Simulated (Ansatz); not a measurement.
All numbers below come from Ansatz, DFT PBE, scalar-relativistic, plane waves, PAW. Settings: cutoff 420 eV, Γ-centred meshes spaced at most about 0.3 Å⁻¹, and about 0.25 Å⁻¹ or finer for metals (2π included), Gaussian smearing. No spin polarisation.

All energies are static (0 K, no zero-point motion).

Two relaxed structures of MoS:

A.

```xyz
8
Lattice="4.9616 0.0000 0.0000 0.0000 4.9616 0.0000 0.0000 0.0000 4.9616" Properties=species:S:1:pos:R:3 pbc="T T T"
Mo    0.4809    0.4809    0.4809
Mo    1.9999    4.4807    2.9617
Mo    2.9617    1.9999    4.4807
Mo    4.4807    2.9617    1.9999
S     4.0484    4.0484    4.0484
S     3.3940    0.9132    1.5676
S     1.5676    3.3940    0.9132
S     0.9132    1.5676    3.3940
```

B.

```xyz
2
Lattice="3.0048 0.0000 0.0000 0.0000 3.0048 0.0000 0.0000 0.0000 3.0048" Properties=species:S:1:pos:R:3 pbc="T T T"
Mo    0.0000    0.0000    0.0000
S     1.5024    1.5024    1.5024
```

Question: Which is lower in energy, and by how much?

Answer: A is lower, by 197 meV/atom. A has space group P2_13 (No. 198), 15.3 Å³/atom and no gap on its mesh; B has the caesium chloride type, space group Pm-3m (No. 221), 13.6 Å³/atom and no gap. Counting S atoms around Mo (those within 1.25 times the shortest such distance or 1.15 times the sum of covalent radii, 1.27 where that leaves under three), A has Mo 4 and B has Mo 8. The lower one is the more open, so pressure narrows the difference. Both come from invented guesses.

Cells relaxed within their symmetry can be saddle points.
